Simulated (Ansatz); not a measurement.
# SrO: the cost of one run

Method: DFT PBEsol, scalar-relativistic, plane waves, PAW, in Ansatz 0.2.0.

The COD entry's cell or inner coordinates are ideal or old and differ from later refinements, so a difference from it is no clean test against experiment.

2 further runs of the same task are left out: 2 set aside as unsound or not needed.

**1. Starting point**

Symmetry: Fm-3m, No. 225, cubic system. The conventional cell has a = 5.195 Å, b = 5.195 Å, c = 5.195 Å, α = 90.00°, β = 90.00°, γ = 90.00°. Sr (site symmetry m-3m) has 6 O at 2.60 Å as nearest neighbours. Around O (site symmetry m-3m) lie 6 Sr at 2.60 Å.

Structure file:

```cif
data_structure
_symmetry_space_group_name_H-M 'P 1'
_symmetry_Int_Tables_number 1
_cell_length_a 3.6732
_cell_length_b 3.6732
_cell_length_c 3.6732
_cell_angle_alpha 60.000
_cell_angle_beta 60.000
_cell_angle_gamma 60.000
_cell_volume 35.05
loop_
_atom_site_label
_atom_site_type_symbol
_atom_site_fract_x
_atom_site_fract_y
_atom_site_fract_z
_atom_site_occupancy
Sr1 Sr 0.50000 0.50000 0.50000 1
O1 O 0.00000 0.00000 0.00000 1
```

It is the result of an earlier relaxation at this level (volume 17.52 Å³/atom; gap on the mesh: 3.33 eV).

**2. The cell under PBEsol**

Contents of input.yaml:

```yaml
crystal:
  lattice:
    - [0.0, 2.5973730518, 2.5973730518]
    - [2.5973730518, 0.0, 2.5973730518]
    - [2.5973730518, 2.5973730518, 0.0]
  atoms:
    - { symbol: Sr, position: [0.5, 0.5, 0.5] }
    - { symbol: O, position: [0.0, 0.0, 0.0] }
basis:
  ecutwfc: 420
kpoints:
  mp_grid: { grid: [8, 8, 8] }
hamiltonian:
  xc: pbesol
scf:
  occupations: { method: gaussian, width: 0.02 }
output:
  forces: true
  stress: true
  eigenvalues: true
relax:
  adjacent_minimum: "off"
  f_tol: 0.005
  max_steps: 50
  cell: { stress_tol: 0.05 }
```

The run is started by

```
$ ansatz run input.yaml --threads 1 --pin off --max-ram 2560MiB --backend cpu --events-out ev --progress --plain --runs-dir out
```

What time and memory should one allow on 1 thread of Arm Neoverse V1, shared host?

About 7.5 s, with a peak of 0.28 GiB.
